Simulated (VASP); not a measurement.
Here is a VASP 6.6.1 calculation.

File INCAR:

```
  PREC = Accurate
  ENCUT = 600
  EDIFF = 1E-7
  ISMEAR = 0
  SIGMA = 0.02
  LREAL = False
  LASPH = True
  NELM = 100
  ALGO = Fast
  ISIF = 2
  LWAVE = False
  LCHARG = False
  GGA = PE
  IVDW = 12
  NBANDS = 20
```

KPOINTS

```
Automatic mesh
0
Gamma
  9 9 4
```

POSCAR

```
SnS2
1.0
    3.6390000000      0.0000000000      0.0000000000
   -1.8195000000      3.1514664400      0.0000000000
    0.0000000000      0.0000000000      5.8680000000
Sn S
1 2
Direct
    0.0000000000      0.0000000000      0.0000000000
    0.3333333300      0.6666666700      0.2500000000
    0.6666666700      0.3333333300      0.7500000000
```

Potentials or basis: VASP PAW PBE potentials, release 64 (Sn_d, S).

Command:

```bash
$ cat potpaw_PBE.64/Sn_d/POTCAR potpaw_PBE.64/S/POTCAR > POTCAR
$ mpirun -np 1 vasp_std > vasp.out
```

Question: What does it give for the dispersion energy per atom?

Answer: -0.330 eV.

Question: Estimate the pressure.

Answer: 1.7 GPa.

Question: Estimate the largest force.

Answer: 0.253 eV/Å.

Question: What does it give for the band gap on the k mesh?

Answer: 1.46 eV, indirect (least direct gap 1.92 eV).

Forces on the atoms (eV/Å):
```
Sn   0.000  0.000  0.000
S    0.000  0.000  0.253
S    0.000  0.000 -0.253
```

Caveat: spin-orbit coupling is left out, which moves the levels of the heavy elements; an odd mesh through Γ misses points on the zone boundary, where band edges often lie.
